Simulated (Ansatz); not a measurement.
CuO:

```
CELL_PARAMETERS angstrom
0.00000 -2.11656 -2.11656
-2.11656 0.00000 -2.11656
2.11656 2.11656 -4.23312
ATOMIC_POSITIONS crystal
Cu 0.50389 0.47699 0.48801
Cu 0.00389 0.97699 0.98801
O 0.74611 0.77301 0.76199
O 0.24611 0.27301 0.26199
```

The cell comes from a database or a generator and needn't be the stable form of this composition.

The cell isn't the ideal one: all O atoms moved 0.2 Å in one direction.

Program: Ansatz 0.2.0. Alike in all runs: task projected density of states; potentials or basis Ansatz PAW; no spin polarisation; cell all O atoms moved 0.2 Å in one direction; k mesh 10 × 10 × 6; cutoff (eV) 420; smearing fermi-dirac 0.05 eV.

**Question.** Order these runs on this cell by their pressure, lowest first.
A. level PBE+U; U Cu d U = 5 eV; hubbard projectors ortho-atomic (the default); double counting fll (the default)
B. level PBE+U; U Cu d U = 8 eV; hubbard projectors ortho-atomic (the default); double counting fll (the default)
C. level PBE

**Answer.** C (5.6 GPa), A (8.2 GPa), B (10.7 GPa).

Caveats: the run has no spin polarisation, though such a crystal can be magnetic; forces of over 1 eV/Å show positions far from the minimum, so gaps and moduli don't describe the material at rest; U without spin polarisation on a metal has little footing (some runs); semilocal functionals often make such compounds metallic where correlation or magnetic order opens a gap, which also shifts bond lengths (some runs).
